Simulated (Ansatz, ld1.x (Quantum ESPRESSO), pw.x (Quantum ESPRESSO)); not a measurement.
pw.x on fcc S: one setting changed

Potential: norm-conserving Troullier–Martins (Kleinman–Bylander form), ld1.x (Quantum ESPRESSO) 7.5, PBE; core [Ne], reference 3s2 3p4; waves: 3s (bound): rc 1.50 bohr; 3p (bound): rc 1.80 bohr; 3d channel at 0.3 Ry: rc 1.70 bohr; local part: all-electron potential smoothed inside 1.60 bohr (lloc = -2); core correction: none.

The reference run (k-mesh 14³, cutoffs 75/300 Ry, Fermi–Dirac 0.01 Ry, mixing_beta 0.4, conv_thr 1e-9, no spin) gives -0.19 GPa at 15.941 Å³/atom, where all-electron LAPW gives -0.09 GPa. This run, with its own iteration cap, changes degauss to 0.02.

```
&control
  calculation='scf', prefix='x', pseudo_dir='./', outdir='./tmp', tstress=.true., disk_io='none'
/
&system
  ibrav=0, nat=1, ntyp=1, ecutwfc=75, ecutrho=300, nbnd=10,
  occupations='smearing', smearing='fd', degauss=0.02
/
&electrons
  conv_thr=1e-09, mixing_beta=0.4, electron_maxstep=70
/
ATOMIC_SPECIES
S 1.0 S.UPF
CELL_PARAMETERS angstrom
  0.00000000 1.99753864 1.99753864
  1.99753864 0.00000000 1.99753864
  1.99753864 1.99753864 0.00000000
ATOMIC_POSITIONS crystal
S 0.0000 0.0000 0.0000
K_POINTS automatic
14 14 14 0 0 0
```

```bash
pw.x < S.scf.in > S.scf.out
```

Question: How does the run end?

Answer: It converges in 6 iterations; the free energy moves by -77.7 meV/atom and the pressure by +1.13 GPa. In a metal, with Fermi–Dirac smearing, F lies below its zero-width value by a term in the square of the width.

```
Message from routine setup:
     using ibrav=0 with symmetry is DISCOURAGED, use correct ibrav instead
     lattice parameter (alat)  =       5.3384  a.u.
     unit-cell volume          =     107.5752 (a.u.)^3
     number of electrons       =         6.00
     number of Kohn-Sham states=           10
     kinetic-energy cutoff     =      75.0000  Ry
     charge density cutoff     =     300.0000  Ry
     scf convergence threshold =      1.0E-09
     Exchange-correlation= PBE
     number of k points=   104  Fermi-Dirac smearing, width (Ry)=  0.0200
     iteration #  1     ecut=    75.00 Ry     beta= 0.40
     total energy              =     -20.36570607 Ry
     estimated scf accuracy    <       0.00078477 Ry
     iteration #  2     ecut=    75.00 Ry     beta= 0.40
     total energy              =     -20.36570274 Ry
     estimated scf accuracy    <       0.00018539 Ry
     iteration #  3     ecut=    75.00 Ry     beta= 0.40
     total energy              =     -20.36572572 Ry
     estimated scf accuracy    <       0.00000314 Ry
     iteration #  4     ecut=    75.00 Ry     beta= 0.40
     total energy              =     -20.36572614 Ry
     estimated scf accuracy    <       0.00000002 Ry
     iteration #  5     ecut=    75.00 Ry     beta= 0.40
     total energy              =     -20.36572615 Ry
     estimated scf accuracy    <          2.4E-09 Ry
     iteration #  6     ecut=    75.00 Ry     beta= 0.40
     the Fermi energy is     8.9643 ev
!    total energy              =     -20.36572615 Ry
     estimated scf accuracy    <          1.8E-12 Ry
     smearing contrib. (-TS)   =      -0.01492545 Ry
     The total energy is F=E-TS. E is the sum of the following terms:
     one-electron contribution =       4.95514728 Ry
     hartree contribution      =       0.96829252 Ry
     xc contribution           =      -4.41149373 Ry
     ewald contribution        =     -21.86274677 Ry
     convergence has been achieved in   6 iterations
          total   stress  (Ry/bohr**3)                   (kbar)     P=        9.37
     Message from routine punch:
     Nothing written, as per user request (disk_io='none')
```

The run took about 13 s on one core of a shared host (Neoverse-V1, 32 threads, 247 GiB, load 10).
